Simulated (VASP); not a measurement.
# ZrC (Fm-3m) in VASP: a series of runs, part 2 of 2

VASP 6.6.1. Earlier steps stand in the parts before.

### 3 Relaxation of cell and atoms, PBE

This run uses another cell than the first one, of 13.06 Å³/atom, 0.988 times its volume.

Contents of INCAR:

```
PREC = Accurate ; ENCUT = 520
EDIFF = 1E-7 ; ISMEAR = 0
SIGMA = 0.1 ; LREAL = False
LASPH = True ; NELM = 100
ALGO = Normal ; ISIF = 3
LWAVE = False ; LCHARG = False
GGA = PE ; IBRION = 2
NSW = 80 ; EDIFFG = -0.002
```

Contents of KPOINTS:

```
regular mesh
0
Gamma
  16 16 16
```

Contents of POSCAR:

```
ZrC                                     
1.0
    0.0000000000      2.3551928250      2.3551928250
    2.3551928250      0.0000000000      2.3551928250
    2.3551928250      2.3551928250     -0.0000000000
  Zr              C             
     1     1
Direct
     0.5000000000000000    0.5000000000000000    0.5000000000000000
     0.0000000000000000    0.0000000000000000    0.0000000000000000
```

Potentials or basis: VASP PAW PBE potentials, release 64 (Zr_sv, C).

Command:

```
> cat potpaw_PBE.64/Zr_sv/POTCAR potpaw_PBE.64/C/POTCAR > POTCAR
> mpirun -np 1 vasp_std > vasp.out
```

OUTCAR:

```text
PREC = Accurate
   ENCUT = 520
   EDIFF = 1E-7
   ISMEAR = 0
   LREAL = False
   LASPH = True
   NELM = 100
   ISIF = 3
   GGA = PE
   IBRION = 2
   NSW = 80
   EDIFFG = -0.002

 ion  position               nearest neighbor table
   1  0.500  0.500  0.500-   2 2.36   2 2.36   2 2.36   2 2.36   2 2.36   2 2.36
   2  0.000  0.000  0.000-   1 2.36   1 2.36   1 2.36   1 2.36   1 2.36   1 2.36

  LATTYP: Found a face centered cubic cell.
 ALAT       =     4.7103856500

  Lattice vectors:

 A1 = (   0.0000000000,   2.3551928250,   2.3551928250)
 A2 = (   2.3551928250,   0.0000000000,   2.3551928250)
 A3 = (   2.3551928250,   2.3551928250,   0.0000000000)

Analysis of symmetry for initial positions (statically):
=====================================================================
 Subroutine PRICEL returns:
 Original cell was already a primitive cell.

 Routine SETGRP: Setting up the symmetry group for a
 face centered cubic supercell.

 Subroutine GETGRP returns: Found 48 space group operations
 (whereof 48 operations were pure point group operations)
 out of a pool of 48 trial point group operations.

The static configuration has the point symmetry O_h .

Analysis of symmetry for dynamics (positions and initial velocities):
=====================================================================
 Subroutine PRICEL returns:
 Original cell was already a primitive cell.

 Routine SETGRP: Setting up the symmetry group for a
 face centered cubic supercell.

 Subroutine GETGRP returns: Found 48 space group operations
 (whereof 48 operations were pure point group operations)
 out of a pool of 48 trial point group operations.

The dynamic configuration has the point symmetry O_h .

 Subroutine INISYM returns: Found 48 space group operations
 (whereof 48 operations are pure point group operations),
 and found     1 'primitive' translations

----------------------------------------------------------------------------------------

                                     Primitive cell

  volume of cell :      26.1282

  direct lattice vectors                    reciprocal lattice vectors
     0.000000000  2.355192825  2.355192825    -0.212296842  0.212296842  0.212296842
     2.355192825  0.000000000  2.355192825     0.212296842 -0.212296842  0.212296842
     2.355192825  2.355192825  0.000000000     0.212296842  0.212296842 -0.212296842

  length of vectors
     3.330745635  3.330745635  3.330745635     0.367708917  0.367708917  0.367708917

  position of ions in fractional coordinates (direct lattice)
     0.500000000  0.500000000  0.500000000
     0.000000000  0.000000000  0.000000000

  ion indices of the primitive-cell ions
   primitive index   ion index
                 1           1
                 2           2

----------------------------------------------------------------------------------------

 KPOINTS: regular mesh

Automatic generation of k-mesh.
 Grid dimensions read from file:
 generate k-points for:   16   16   16

 Generating k-lattice:

  Cartesian coordinates                     Fractional coordinates (reciprocal lattice)
    -0.013268553  0.013268553  0.013268553     0.062500000  0.000000000  0.000000000
     0.013268553 -0.013268553  0.013268553     0.000000000  0.062500000  0.000000000
     0.013268553  0.013268553 -0.013268553     0.000000000  0.000000000  0.062500000
[... 43 lines left out ...]
   dimension x,y,z NGXF=    56 NGYF=   56 NGZF=   56
   ions per type =               1   1
   NGX,Y,Z   is equivalent  to a cutoff of  13.98, 13.98, 13.98 a.u.
   NGXF,Y,Z  is equivalent  to a cutoff of  27.95, 27.95, 27.95 a.u.
 SYSTEM =  unknown system
   PREC   = accura    normal or accurate (medium, high low for compatibility)
   ISTART =      0    job   : 0-new  1-cont  2-samecut
   ICHARG =      2    charge: 1-file 2-atom 10-const
   ISPIN  =      1    spin polarized calculation?
   LNONCOLLINEAR =      F non collinear calculations
   LSORBIT =      F    spin-orbit coupling
   LASPH  =      T    aspherical Exc in radial PAW
   ENCUT  =  520.0 eV  38.22 Ry    6.18 a.u.   6.19  6.19  6.19*2*pi/ulx,y,z
   NELM   =    100;   NELMIN=  2; NELMDL= -5     # of ELM steps
   EDIFF  = 0.1E-06   stopping-criterion for ELM
   LREAL  =      F    real-space projection
   EDIFFG = -.2E-02   stopping-criterion for IOM
   NSW    =     80    number of steps for IOM
   IBRION =      2    ionic relax: 0-MD 1-quasi-New 2-CG
   NFREE  =      1    steps in history (QN), initial steepest desc. (CG)
   ISIF   =      3    stress and relaxation
   ISYM   =      2    0-nonsym 1-usesym 2-fastsym
   POTIM  = 0.5000    time-step for ionic-motion
   TEBEG  =    0.0;   TEEND  =   0.0 temperature during run
   PSTRESS=    0.0 pullay stress
   NELECT =      16.0000    total number of electrons
   NUPDOWN=      -1.0000    fix difference up-down
   EMIN   =  10.00;   EMAX   =-10.00  energy-range for DOS
   EFERMI =   0.00;   METHOD = LEGACY
   ISMEAR =     0;   SIGMA  =   0.10  broadening in eV -4-tet -1-fermi 0-gaus
   EFERMI_NEDOS =   21; number of points for ismear=-14 and -15
   IALGO  =     38    algorithm
   IMIX   =      4    mixing-type and parameters
     AMIX     =   0.40;   BMIX     =  1.00
     AMIX_MAG =   1.60;   BMIX_MAG =  1.00
  volume/ion in A,a.u.               =      13.06        88.16
  Fermi-wavevector in a.u.,A,eV,Ry     =   1.390203  2.627104 26.295512  1.932666
  Thomas-Fermi vector in A             =   2.514161
   LORBIT       =      0    0 simple, 1 ext, 2 COOP (PROOUT), +10 PAW based schemes
   GGA     = PE    functional components
   LHFCALC =     F    Hartree Fock is set to
   AEXX    =    0.0000 exact exchange contribution
   IVDW    =     0    specifies the selected vdW correction
   LEPSILON=     F    determine dielectric tensor
   LRPA    =     F    only Hartree local field effects (RPA)
 conjugate gradient relaxation of ions
 non-spin polarized calculation
 Gauss-broadening in eV      SIGMA  =   0.10
  energy-cutoff  :      520.00
  volume of cell :       26.13
 maximum number of plane-waves:       725
 NGX is ok and might be reduce to    28
   NGX = 13   NGY = 13   NGZ = 13

 number of electron      16.0000000 magnetization

 Free energy of the ion-electron system (eV)
  ---------------------------------------------------
  ext. energy  EPLUGINS =         0.00000000
  ---------------------------------------------------
  free energy    TOTEN  =       -19.46222334 eV

  energy without entropy =      -19.46028067  energy(sigma->0) =      -19.46125200

 E-fermi :   9.5291     XC(G=0): -12.1019

 val. band max:        9.5212925541   @ k =   0.3125   0.2500   0.0000
 cond. band min:       9.5303308180   @ k =   0.4375   0.4375   0.0000
 fundamental gap:      0.0090382639
 Fermi energy:         9.5291291998

 k-point     1 :       0.0000    0.0000    0.0000
  band No.  band energies     occupation
      1     -38.5899      2.00000
      2     -16.3045      2.00000
      3     -16.3045      2.00000
      4     -16.3045      2.00000
      5      -1.7444      2.00000
      6      10.4729      0.00000
      7      10.4729      0.00000
      8      10.4729      0.00000
      9      10.6317      0.00000
     10      10.6317      0.00000
     11      10.6317      0.00000
     12      12.3337      0.00000
[... 331 lines left out ...]
 k-point    24 :      -0.0625    0.0625    0.0000
  band No.  band energies     occupation
      1     -38.5802      2.00000
      2     -16.3858      2.00000
      3     -16.3261      2.00000
      4     -16.3061      2.00000
      5      -1.5136      2.00000
      6       9.1517      2.00000
      7       9.3644      1.98021
      8       9.5092      1.22147
      9      10.7736      0.00000
     10      11.3906      0.00000
     11      11.4742      0.00000
     12      12.9528      0.00000

 [... further k-points ...]

------------------------ aborting loop because EDIFF is reached ----------------------------------------

  FORCE on cell =-STRESS in cart. coord.  units (eV):
  Direction    XX          YY          ZZ          XY          YZ          ZX
  --------------------------------------------------------------------------------------
  -------------------------------------------------------------------------------------
  Total       -0.0000396     -0.0000396     -0.0000396     -0.0000000      0.0000000      0.0000000
  in kB       -0.0024281     -0.0024281     -0.0024281     -0.0000000      0.0000000      0.0000000
  external PRESSURE =      -0.0024281 kB  Pullay stress =       0.0000000 kB

 VOLUME and BASIS-vectors are now :
 -----------------------------------------------------------------------------
  energy-cutoff  :      520.00
  volume of cell :       26.13
      direct lattice vectors                 reciprocal lattice vectors
     0.000000000  2.355192825  2.355192825    -0.212296842  0.212296842  0.212296842
     2.355192825  0.000000000  2.355192825     0.212296842 -0.212296842  0.212296842
     2.355192825  2.355192825  0.000000000     0.212296842  0.212296842 -0.212296842

 POSITION                                       TOTAL-FORCE (eV/Angst)
 -----------------------------------------------------------------------------------
      2.35519      2.35519      2.35519         0.000000     -0.000000      0.000000
      0.00000      0.00000      0.00000        -0.000000      0.000000     -0.000000
 -----------------------------------------------------------------------------------
    total drift:                                0.000000      0.000000      0.000000

  FREE ENERGIE OF THE ION-ELECTRON SYSTEM (eV)
  ---------------------------------------------------
  free  energy   TOTEN  =       -19.4622233371 eV

  energy  without entropy=      -19.4602806652  energy(sigma->0) =      -19.46125200

 reached required accuracy - stopping structural energy minimisation
```

OSZICAR:

```text
N       E                     dE             d eps       ncg     rms          rms(c)
DAV:   1     0.102307708704E+03    0.10231E+03   -0.88681E+03  3488   0.134E+03
DAV:   2    -0.157652269402E+02   -0.11807E+03   -0.11228E+03  3964   0.335E+02
DAV:   3    -0.227511104560E+02   -0.69859E+01   -0.68678E+01  6260   0.707E+01
DAV:   4    -0.229379201063E+02   -0.18681E+00   -0.18669E+00  4180   0.807E+00
DAV:   5    -0.229411126940E+02   -0.31926E-02   -0.31924E-02  5336   0.921E-01    0.201E+01
DAV:   6    -0.196090624615E+02    0.33321E+01   -0.16711E+01  3908   0.284E+01    0.788E+00
DAV:   7    -0.194740667876E+02    0.13500E+00   -0.78182E-01  4072   0.708E+00    0.575E+00
DAV:   8    -0.194667897575E+02    0.72770E-02   -0.14757E-01  3756   0.360E+00    0.149E+00
DAV:   9    -0.194621154560E+02    0.46743E-02   -0.34159E-02  4316   0.125E+00    0.492E-01
DAV:  10    -0.194624665092E+02   -0.35105E-03   -0.20423E-03  4056   0.577E-01    0.384E-01
DAV:  11    -0.194622253768E+02    0.24113E-03   -0.76402E-04  3884   0.216E-01    0.330E-02
DAV:  12    -0.194622234151E+02    0.19617E-05   -0.16969E-05  4756   0.437E-02    0.494E-03
DAV:  13    -0.194622232918E+02    0.12332E-06   -0.10945E-06  4892   0.988E-03    0.158E-03
DAV:  14    -0.194622233371E+02   -0.45303E-07   -0.24111E-08  2296   0.157E-03
   1 F= -.19462223E+02 E0= -.19461252E+02  d E =-.194622E+02
```

CONTCAR:

```text
ZrC
   1.00000000000000
     0.0000000000000000    2.3551928250000000    2.3551928250000000
     2.3551928250000000    0.0000000000000000    2.3551928250000000
     2.3551928250000000    2.3551928250000000    0.0000000000000000
  Zr              C
     1     1
Direct
     0.5000000000000000    0.5000000000000000    0.5000000000000000
     0.0000000000000000    0.0000000000000000    0.0000000000000000

  0.00000000E+00  0.00000000E+00  0.00000000E+00
  0.00000000E+00  0.00000000E+00  0.00000000E+00
```

Wall time 23 s (1 thread of Intel Xeon 6975P-C (Granite Rapids), shared host); peak memory 0.19 GiB.

What came out:

```yaml
Free_energy: -19.4622 eV
Pressure_after_relaxing: 0.0 GPa
Band_gap_on_the_k_mesh: none (metal or under the smearing width)
```

Final structure:
```xyz
2
Lattice="0.0000 2.3552 2.3552 2.3552 0.0000 2.3552 2.3552 2.3552 0.0000" Properties=species:S:1:pos:R:3 pbc="T T T"
Zr    2.3552    2.3552    2.3552
C     0.0000    0.0000    0.0000
```

Caveat: the relaxation stopped at its first step, so nothing moved.
